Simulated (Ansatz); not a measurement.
Here is an Ansatz 0.2.0 calculation.

The input input.yaml:

```yaml
crystal:
  lattice:
    - [3.335484782, 0.0, 0.0]
    - [-1.667742391, 2.8886145552, 0.0]
    - [0.0, 0.0, 5.50914292]
  atoms:
    - { symbol: In, position: [0.6666666667, 0.3333333333, 0.75] }
    - { symbol: In, position: [0.3333333333, 0.6666666667, 0.25] }
kpoints:
  mp_grid: { grid: [9, 9, 5] }
  band_path:
    path:
      - [0.0, 0.0, 0.0]
      - [0.5, 0.0, 0.0]
      - [0.3333333333, 0.3333333333, 0.0]
      - [0.0, 0.0, 0.0]
      - [0.0, 0.0, 0.5]
      - [0.5, 0.0, 0.5]
      - [0.3333333333, 0.3333333333, 0.5]
      - [0.0, 0.0, 0.5]
    npoints: 8
scf:
  occupations: { method: fermi_dirac, width: 0.05 }
hamiltonian:
  xc: pbesol
  pseudopotentials:
    kind: all_electron
    lapw: { basis_error: 0.001 }
    dirac_shells: { In: ["3p", "3d"] }
output:
  forces: true
  stress: true
  eigenvalues: true
```

Potentials or basis: all-electron LAPW, inner shells corrected to Dirac's equation.

Run with:

```sh
$ ansatz run input.yaml --threads 1 --pin off --max-ram 3072MiB --backend cpu --events-out ev --progress --plain --runs-dir out
```

Problem. What does it give for the pressure?

Solution. -1.4 GPa.

Problem. What does it give for the band gap along the path?

Solution. None (metal or under the smearing width).

Stress tensor (GPa, compression positive):
```
-1.28  0.00  0.00
 0.00 -1.28  0.00
 0.00  0.00 -1.55
```

Caveat: spin-orbit coupling is left out, which moves the levels of the heavy elements.
